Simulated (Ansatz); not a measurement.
I:

```
CELL_PARAMETERS angstrom
3.63503 -2.39502 0.00000
3.63503 2.39502 0.00000
0.00000 0.00000 9.79344
ATOMIC_POSITIONS crystal
I 0.64930 0.35070 0.38440
I 0.14930 0.85070 0.11560
I 0.35070 0.64930 0.61560
I 0.85070 0.14930 0.88440
```

Base run:

* Program: Ansatz 0.2.0
* Functional: r2SCAN0 form with a typed share of exact exchange
* Potentials or basis: Ansatz PAW
* Cutoff: 500 eV (not typed: the program's choice for these potentials)
* k mesh: 4 × 4 × 2
* Occupations: fermi-dirac, width 0.05 eV
* Spin: no spin polarisation

Its results: band gap on the k mesh 1.52 eV, indirect (least direct gap 1.67 eV); pressure 1.3 GPa; largest force 0.633 eV/Å.

**Question.** The run is repeated on the same cell with these changes: share of exact exchange from 0 to 0.35. What comes out?

**Answer.** Band gap on the k mesh 3.59 eV, indirect (least direct gap 3.87 eV); pressure 0.4 GPa; largest force 0.032 eV/Å.

Caveats: spin-orbit coupling is left out, which moves the levels of the heavy elements; the PAW data sets come from PBE, with cores solved anew for the run's functional, which leaves a small shift of forces and pressure; the thresholds are loose for stress (some runs).

A k mesh can miss the band edges.
